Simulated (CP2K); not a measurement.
Runs of CP2K 2026.2 on Si2Mo. It takes space group I4/mmm (No. 139, tetragonal). The conventional cell has a = 3.200 Å, b = 3.200 Å, c = 7.861 Å, α = 90.00°, β = 90.00°, γ = 90.00°. Around Mo (site symmetry 4/mmm) lie 10 Si at 2.62 Å. Si (site symmetry 4mm) has 5 Si at 2.61 to 2.63 Å and 5 Mo at 2.62 Å as nearest neighbours. 

```csv
task,level,potentials or basis,cell,k mesh,smearing,EPS_DEFAULT,k points reduced by the point group,NGRIDS,CUTOFF of the grids,hirshfeld SHAPE_FUNCTION,gap on the mesh (eV),pressure (GPa),largest force (eV/Å)
atomic charges,PBE,"POTENTIAL_UZH Mo GTH-PBE0-q14, Si GTH-PBE0-q4; DZVP-MOLOPT-SR-GTH basis",as given,12 × 12 × 12,fermi-dirac 0.05 eV,1.0E-10,yes,5,450 Ry,GAUSSIAN,none,(b),0.28
relaxation of cell and atoms,LDA,"GTH_POTENTIALS Mo GTH-PADE-q14, Si GTH-PADE-q4; TZVP-MOLOPT-PBE-GTH basis",relaxed,9 × 9 × 9,fermi-dirac 0.1 eV,1.0E-9,-,5,450 Ry,-,none,0.0,0.04
atomic charges,PBE,"POTENTIAL_UZH Mo GTH-SCAN-q14, Si GTH-SCAN-q4; DZVP-MOLOPT-SR-GTH basis",as given,12 × 12 × 12,fermi-dirac 0.05 eV,1.0E-10,yes,5,450 Ry,GAUSSIAN,none,1.8,0.26
band structure,r2SCAN,"POTENTIAL_UZH Mo GTH-SCAN-q14, Si GTH-SCAN-q4; TZVP-MOLOPT-SCAN-GTH basis",as given,12 × 12 × 12,fermi-dirac 0.1 eV,1.0E-10,yes,4,675 Ry,-,none,-0.4,(a)
```

Alike in all rows: no spin polarisation.

**Question.** Fill in the values left out.

**Answer.** (a) 0.36; (b) 2.1.

Caveats: the basis of atomic orbitals isn't converged, which shifts pressures, moduli and gaps; more than 0.5 GPa of stress was left at the end, so the final cell isn't listed (some runs); the potentials were made for another functional, which shifts forces and pressure (some runs).

A k mesh can miss the band edges, and the runs leave out spin-orbit coupling on Mo.

A gap of «none» marks a metal or a gap under the smearing width.

Not every run made on this cell is shown here.
